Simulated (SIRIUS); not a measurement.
The system is Te2Mo, a slab with vacuum.

```
Te Mo
1.0
     6.36161    0.00000    0.00000
     0.00000    3.48040    0.00000
    -0.08574    0.00000   36.17589
Te Mo
4 2
Cartesian
  2.6844 2.6103 19.5604
  3.5915 0.8701 16.6155
  5.8104 0.8701 20.1329
  0.4655 2.6103 16.0430
  1.1110 0.8701 17.9963
  5.1649 2.6103 18.1796
```

| Item | Value |
| --- | --- |
| Program | SIRIUS 7.12.0 |
| Task | single point |
| Functional | PBEsol |
| Potentials or basis | PseudoDojo 0.4.1 PBEsol standard (scalar relativistic) |
| Cutoff | 1102 eV |
| Density cutoff | 4408 eV |
| k mesh | 4 × 8 × 1 |
| Occupations | fermi-dirac, width 0.05 eV |
| Spin | no spin polarisation |

On this cell: largest force 0.208 eV/Å; band gap on the k mesh none (metal or under the smearing width).

The same run follows on a disturbed copy (atoms moved at random, drawn with an rms of 0.05 Å):

```
Te Mo
1.0
     6.36161    0.00000    0.00000
     0.00000    3.48040    0.00000
    -0.08574    0.00000   36.17589
Te Mo
4 2
Direct
  0.43292 0.75103 0.54077
  0.57498 0.25758 0.45904
  0.91713 0.25191 0.55678
  0.07944 0.73734 0.44383
  0.18413 0.25975 0.49747
  0.81776 0.75067 0.50179
```

Q: What changes?

A: The energy (extrapolated to zero smearing) moves by +6.5 meV/atom; largest force 0.637 eV/Å; band gap on the k mesh none (metal or under the smearing width).

Forces on the atoms (eV/Å):
```
Te  -0.102  0.033 -0.259
Te  -0.253 -0.086  0.096
Te   0.119  0.002 -0.503
Te   0.124  0.454 -0.170
Mo  -0.124 -0.468  0.247
Mo   0.237  0.065  0.588
```

Stress tensor (GPa, compression positive):
```
-0.53 -0.05  0.05
-0.05 -0.68 -0.14
 0.05 -0.14 -0.24
```
